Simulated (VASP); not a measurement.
# TePt (R-3m) in VASP: notebook

Runs on TePt. Level: LDA. Tasks: single point.

Program: VASP 6.6.1. These are calculated values, not measurements. Logs are shortened: lines on timing, memory, paths and dates and some standing lists are left out, and cuts for length are marked.

## (1) The crystal as given

It takes space group R-3m (No. 166, trigonal). The conventional cell has a = 3.963 Å, b = 3.963 Å, c = 19.983 Å, α = 90.00°, β = 90.00°, γ = 120.00°. Around Pt (site symmetry 3m) lie 3 Te at 2.59 Å and 3 Pt at 2.72 Å. Te (site symmetry 3m) has 3 Pt at 2.59 Å as nearest neighbours.

## (2) Single point, LDA

Contents of INCAR:

```
SYSTEM = TePt
PREC = Accurate ; ENCUT = 220
EDIFF = 1E-7 ; ISMEAR = 0
SIGMA = 0.05 ; LREAL = .FALSE.
LASPH = .TRUE. ; NELM = 100
ALGO = Normal ; ISIF = 2
LWAVE = .FALSE. ; LCHARG = .FALSE.
GGA = CA ; ADDGRID = .FALSE.
```

Contents of KPOINTS:

```
regular mesh
0
G
  6 6 6
  0 0 0
```

Contents of POSCAR:

```
TePt
1.0
    1.9815661262      1.1440577364      6.6610334788
   -1.9815661262      1.1440577364      6.6610334788
    0.0000000000     -2.2881154728      6.6610334788
Pt Te
2 2
Direct
    0.1296666667      0.1296666667      0.1296666667
    0.8703333333      0.8703333333      0.8703333333
    0.4020000000      0.4020000000      0.4020000000
    0.5980000000      0.5980000000      0.5980000000
```

Potentials or basis: VASP PAW LDA potentials, release 64 (Pt, Te).

The run is started by

```sh
$ cat potpaw_LDA.64/Pt/POTCAR potpaw_LDA.64/Te/POTCAR > POTCAR
$ mpirun -np 1 vasp_std > vasp.out
```

OUTCAR:

```text
SYSTEM = TePt
   PREC = Accurate
   ENCUT = 220
   EDIFF = 1E-7
   ISMEAR = 0
   LREAL = .FALSE.
   LASPH = .TRUE.
   NELM = 100
   ISIF = 2
   GGA = CA

 Found     32 irreducible k-points:

 Following reciprocal coordinates:
            Coordinates               Weight
  0.000000  0.000000  0.000000      1.000000
  0.166667  0.000000  0.000000      6.000000
  0.333333 -0.000000  0.000000      6.000000
  0.500000 -0.000000  0.000000      3.000000
  0.166667  0.166667 -0.000000      6.000000
  0.333333  0.166667  0.000000     12.000000
   k-points           NKPTS =     32   k-points in BZ     NKDIM =     32   number of bands    NBANDS=     20
   number of dos      NEDOS =    301   number of ions     NIONS =      4
   total plane-waves  NPLWV =  46656
   dimension x,y,z NGX =    36 NGY =   36 NGZ =   36
   dimension x,y,z NGXF=    72 NGYF=   72 NGZF=   72
   ions per type =               2   2
   NGX,Y,Z   is equivalent  to a cutoff of   8.50,  8.50,  8.50 a.u.
   NGXF,Y,Z  is equivalent  to a cutoff of  17.00, 17.00, 17.00 a.u.
 SYSTEM =  TePt
   PREC   = accura    normal or accurate (medium, high low for compatibility)
   ISTART =      0    job   : 0-new  1-cont  2-samecut
   ICHARG =      2    charge: 1-file 2-atom 10-const
   ISPIN  =      1    spin polarized calculation?
   LNONCOLLINEAR =      F non collinear calculations
   LSORBIT =      F    spin-orbit coupling
   LASPH  =      T    aspherical Exc in radial PAW
   ENCUT  =  220.0 eV  16.17 Ry    4.02 a.u.   8.52  8.52  8.52*2*pi/ulx,y,z
   NELM   =    100;   NELMIN=  2; NELMDL= -5     # of ELM steps
   EDIFF  = 0.1E-06   stopping-criterion for ELM
   LREAL  =      F    real-space projection
   EDIFFG = 0.1E-05   stopping-criterion for IOM
   NSW    =      0    number of steps for IOM
   IBRION =     -1    ionic relax: 0-MD 1-quasi-New 2-CG
   NFREE  =      0    steps in history (QN), initial steepest desc. (CG)
   ISIF   =      2    stress and relaxation
   ISYM   =      2    0-nonsym 1-usesym 2-fastsym
   POTIM  = 0.5000    time-step for ionic-motion
   TEBEG  =    0.0;   TEEND  =   0.0 temperature during run
   PSTRESS=    0.0 pullay stress
   NELECT =      32.0000    total number of electrons
   NUPDOWN=      -1.0000    fix difference up-down
   EMIN   =  10.00;   EMAX   =-10.00  energy-range for DOS
   EFERMI =   0.00;   METHOD = LEGACY
   ISMEAR =     0;   SIGMA  =   0.05  broadening in eV -4-tet -1-fermi 0-gaus
   EFERMI_NEDOS =   21; number of points for ismear=-14 and -15
   IALGO  =     38    algorithm
   IMIX   =      4    mixing-type and parameters
     AMIX     =   0.40;   BMIX     =  1.00
     AMIX_MAG =   1.60;   BMIX_MAG =  1.00
  volume/ion in A,a.u.               =      22.65       152.86
  Fermi-wavevector in a.u.,A,eV,Ry     =   1.157200  2.186791 18.219718  1.339111
  Thomas-Fermi vector in A             =   2.293813
   LORBIT       =      0    0 simple, 1 ext, 2 COOP (PROOUT), +10 PAW based schemes
   GGA     = CA    functional components
   LHFCALC =     F    Hartree Fock is set to
   AEXX    =    0.0000 exact exchange contribution
   IVDW    =     0    specifies the selected vdW correction
   LEPSILON=     F    determine dielectric tensor
   LRPA    =     F    only Hartree local field effects (RPA)
 non-spin polarized calculation
 Gauss-broadening in eV      SIGMA  =   0.05
  energy-cutoff  :      220.00
  volume of cell :       90.60
 maximum number of plane-waves:       678
 NGX is ok and might be reduce to    36
   NGX = 17   NGY = 17   NGZ = 17

 number of electron      32.0000006 magnetization

 Free energy of the ion-electron system (eV)
  ---------------------------------------------------
  ext. energy  EPLUGINS =         0.00000000
  ---------------------------------------------------
  free energy    TOTEN  =       -23.96593454 eV

  energy without entropy =      -23.96168217  energy(sigma->0) =      -23.96380835

 E-fermi :   8.3142     XC(G=0): -11.1068

 val. band max:        8.3076449847   @ k =   0.3333   0.1667   0.0000
 cond. band min:       8.3512132424   @ k =  -0.3333   0.1667   0.1667
 fundamental gap:      0.0435682577
 Fermi energy:         8.3142347620

 k-point     1 :       0.0000    0.0000    0.0000
  band No.  band energies     occupation
      1      -5.0555      2.00000
      2      -3.5188      2.00000
      3       1.5006      2.00000
      4       2.7721      2.00000
      5       2.7721      2.00000
      6       3.4711      2.00000
[... 12 lines left out ...]
     19      11.1470      0.00000
     20      12.8622      0.00000

 k-point     2 :       0.1667    0.0000    0.0000
  band No.  band energies     occupation
      1      -4.7780      2.00000
      2      -3.4208      2.00000
      3       1.7663      2.00000
      4       2.8199      2.00000
      5       2.8414      2.00000
      6       3.1915      2.00000
[... 12 lines left out ...]
     19      10.9181      0.00000
     20      13.4191      0.00000

 k-point     3 :       0.3333   -0.0000    0.0000
  band No.  band energies     occupation
      1      -4.1129      2.00000
      2      -3.1919      2.00000
      3       1.8583      2.00000
      4       2.1818      2.00000
      5       3.0935      2.00000
      6       3.8225      2.00000
[... 12 lines left out ...]
     19      11.3433      0.00000
     20      12.1590      0.00000

 k-point     4 :       0.5000   -0.0000    0.0000
  band No.  band energies     occupation
      1      -3.6465      2.00000
      2      -3.1277      2.00000
      3       1.7045      2.00000
      4       1.9766      2.00000
      5       3.3297      2.00000
      6       3.8217      2.00000
[... 12 lines left out ...]
     19      10.2749      0.00000
     20      12.0726      0.00000

 k-point     5 :       0.1667    0.1667   -0.0000
  band No.  band energies     occupation
      1      -4.7516      2.00000
      2      -3.4728      2.00000
      3       1.8792      2.00000
      4       2.8028      2.00000
      5       2.8722      2.00000
      6       3.1747      2.00000
[... 12 lines left out ...]
     19      10.7291      0.00000
     20      12.9480      0.00000

 k-point     6 :       0.3333    0.1667    0.0000
  band No.  band energies     occupation
      1      -4.2592      2.00000
      2      -3.3211      2.00000
      3       2.1550      2.00000
      4       2.3328      2.00000
      5       3.1468      2.00000
      6       3.3733      2.00000
[... 12 lines left out ...]
     19      11.7917      0.00000
     20      13.4665      0.00000

 [... further k-points ...]

------------------------ aborting loop because EDIFF is reached ----------------------------------------

  FORCE on cell =-STRESS in cart. coord.  units (eV):
  Direction    XX          YY          ZZ          XY          YZ          ZX
  --------------------------------------------------------------------------------------
  -------------------------------------------------------------------------------------
  Total       -3.0843985     -3.0843985     -3.0569835      0.0000000      0.0000000     -0.0000000
  in kB      -54.5420783    -54.5420783    -54.0572941      0.0000000      0.0000000     -0.0000000
  external PRESSURE =     -54.3804835 kB  Pullay stress =       0.0000000 kB

 VOLUME and BASIS-vectors are now :
 -----------------------------------------------------------------------------
  energy-cutoff  :      220.00
  volume of cell :       90.60
      direct lattice vectors                 reciprocal lattice vectors
     1.981566126  1.144057736  6.661033479     0.252325670  0.145680293  0.050042285
    -1.981566126  1.144057736  6.661033479    -0.252325670  0.145680293  0.050042285
     0.000000000 -2.288115473  6.661033479     0.000000000 -0.291360587  0.050042285

 POSITION                                       TOTAL-FORCE (eV/Angst)
 -----------------------------------------------------------------------------------
      0.00000      0.00000      2.59114         0.000000      0.000000      0.235521
      0.00000      0.00000     17.39196         0.000000     -0.000000     -0.235521
      0.00000      0.00000      8.03321         0.000000      0.000000      0.118416
      0.00000      0.00000     11.94989         0.000000     -0.000000     -0.118416
 -----------------------------------------------------------------------------------
    total drift:                                0.000000     -0.000000      0.000000

  FREE ENERGIE OF THE ION-ELECTRON SYSTEM (eV)
  ---------------------------------------------------
  free  energy   TOTEN  =       -23.9659345357 eV

  energy  without entropy=      -23.9616821737  energy(sigma->0) =      -23.96380835
```

OSZICAR:

```text
N       E                     dE             d eps       ncg     rms          rms(c)
DAV:   1     0.946697630837E+02    0.94670E+02   -0.84958E+03  1300   0.699E+02
DAV:   2    -0.205322157236E+02   -0.11520E+03   -0.10904E+03  1708   0.174E+02
DAV:   3    -0.246898570093E+02   -0.41576E+01   -0.40951E+01  1488   0.351E+01
DAV:   4    -0.247511667744E+02   -0.61310E-01   -0.61185E-01  1476   0.464E+00
DAV:   5    -0.247526437066E+02   -0.14769E-02   -0.14765E-02  1512   0.668E-01    0.162E+01
DAV:   6    -0.241355350700E+02    0.61711E+00   -0.20404E+00  1424   0.118E+01    0.882E+00
DAV:   7    -0.240116922394E+02    0.12384E+00   -0.52242E-01  1328   0.582E+00    0.304E+00
DAV:   8    -0.239674440105E+02    0.44248E-01   -0.14368E-01  1308   0.321E+00    0.118E+00
DAV:   9    -0.239666082412E+02    0.83577E-03   -0.15099E-02  1592   0.772E-01    0.509E-01
DAV:  10    -0.239659720876E+02    0.63615E-03   -0.36010E-03  1384   0.431E-01    0.827E-02
DAV:  11    -0.239659374291E+02    0.34659E-04   -0.21133E-04  1452   0.985E-02    0.350E-02
DAV:  12    -0.239659357722E+02    0.16569E-05   -0.22925E-05  1388   0.335E-02    0.366E-02
DAV:  13    -0.239659349705E+02    0.80171E-06   -0.17042E-06  1452   0.860E-03    0.117E-02
DAV:  14    -0.239659345588E+02    0.41162E-06   -0.99639E-07  1480   0.788E-03    0.178E-03
DAV:  15    -0.239659345357E+02    0.23153E-07   -0.12906E-07   732   0.238E-03
   1 F= -.23965935E+02 E0= -.23963808E+02  d E =-.425236E-02
```

stdout:

```text
POSCAR found type information on POSCAR PtTe
 POSCAR found :  2 types and       4 ions
 scaLAPACK will be used
 LDA part: xc-table for (Slater(with rela. corr.)+CA(PZ))
 , standard interpolation
 POSCAR, INCAR and KPOINTS ok, starting setup
 FFT: planning ... GRIDC
 FFT: planning ... GRID_SOFT
 FFT: planning ... GRID
 WAVECAR not read
 entering main loop
```

It took 18 s on 1 thread of Intel Xeon 6975P-C (Granite Rapids), shared host; peak memory 0.17 GiB.

The run converged, but a check on its numbers failed (symmetry, net force, bounds or a known fault of this set-up), so they aren't taken as properties of the crystal.

Caveat: the cutoff lies under the usual one of these potentials, so the numbers hold a large basis-set error.

## (3) Single point, LDA

Changes to INCAR since step 2:

```diff
@@ -1,3 +1,3 @@
 SYSTEM = TePt
-PREC = Accurate ; ENCUT = 220
+PREC = Accurate ; ENCUT = 340
 EDIFF = 1E-7 ; ISMEAR = 0
```

Contents of KPOINTS:

```
regular mesh
0
G
  5 5 5
  0 0 0
```

POSCAR is that of step 2.

Potentials or basis: VASP PAW LDA potentials, release 64 (Pt, Te).

The run is started by

```sh
$ cat potpaw_LDA.64/Pt/POTCAR potpaw_LDA.64/Te/POTCAR > POTCAR
$ mpirun -np 1 vasp_std > vasp.out
```

Wall time 26 s (1 thread of Intel Xeon 6975P-C (Granite Rapids), shared host); peak memory 0.2 GiB.

These settings aren't checked as converged: the numbers below hold their error.

What came out:

* Free energy: -24.0445 eV
* Pressure: -3.1 GPa
* Largest force: 0.208 eV/Å
* Band gap on the k mesh: none (metal or under the smearing width)

Caveat: the k mesh is coarse (spacing up to 0.37 Å⁻¹), so the values aren't converged.

## (4) Single point, LDA

Changes to INCAR since step 3:

```diff
@@ -1,3 +1,3 @@
 SYSTEM = TePt
-PREC = Accurate ; ENCUT = 340
+PREC = Accurate ; ENCUT = 280
 EDIFF = 1E-7 ; ISMEAR = 0
```

Contents of KPOINTS:

```
regular mesh
0
G
  6 6 6
  0 0 0
```

POSCAR is that of step 3.

The run is started by

```sh
$ cat potpaw_LDA.64/Pt/POTCAR potpaw_LDA.64/Te/POTCAR > POTCAR
$ mpirun -np 1 vasp_std > vasp.out
```

Wall time 29 s (1 thread of Intel Xeon 6975P-C (Granite Rapids), shared host); peak memory 0.19 GiB.

These settings aren't checked as converged: the numbers below hold their error.

What came out:

```
Free energy            : -24.0177 eV
Pressure               : -2.7 GPa
Largest force          : 0.236 eV/Å
Band gap on the k mesh : none (metal or under the smearing width)
```

Caveat: the cutoff is under 1.25 times the usual one of these potentials, so pressure, stress and relaxed cells hold a basis-set (Pulay) error.

## (5) For comparison

An earlier run on the cell as given: functional PBEsol; potentials or basis VASP PAW PBE potentials, release 64 (Pt, Te); cutoff 520 eV; k mesh 8 × 8 × 8; occupations fermi-dirac, width 0.05 eV; no spin polarisation.

- Pressure: -0.5 GPa
- Largest force: 0.192 eV/Å
- Band gap on the k mesh: none (metal or under the smearing width)
